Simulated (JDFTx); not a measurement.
Zr:

```
Zr
1.0
    -1.81000    1.81000    1.81000
     1.81000   -1.81000    1.81000
     1.81000    1.81000   -1.81000
Zr
1
Direct
  0.00000 0.00000 0.00000
```

This isn't the form of Zr at room conditions, which is hcp.

```yaml
Program: JDFTx 1.7.0 (patched build)
Task: single point
Functional: PBE
Potentials_or_basis: PseudoDojo-SR-PBE-0.5-standard with smoothed tails
Cutoff: 898 eV
Density_cutoff: 3592 eV
k_mesh: 10 × 10 × 10
Occupations: fermi-dirac, width 0.05 eV
Spin: no spin polarisation
```

On this cell: pressure -3.3 GPa; band gap on the k mesh none (metal or under the smearing width).

The same run follows on a disturbed copy (cell strained at random at fixed volume):

```
CELL_PARAMETERS angstrom
-1.84427 1.86024 1.77457
1.87912 -1.87150 1.82068
1.75054 1.77777 -1.78583
ATOMIC_POSITIONS crystal
Zr 0.02239 0.99601 0.01201
```

Problem. What changes?

Solution. The energy (extrapolated to zero smearing) moves by +5.7 meV/atom; pressure -3.3 GPa; band gap on the k mesh none (metal or under the smearing width).

Stress tensor (GPa, compression positive):
```
-3.22  1.41 -0.58
 1.41 -3.23  0.35
-0.58  0.35 -3.38
```
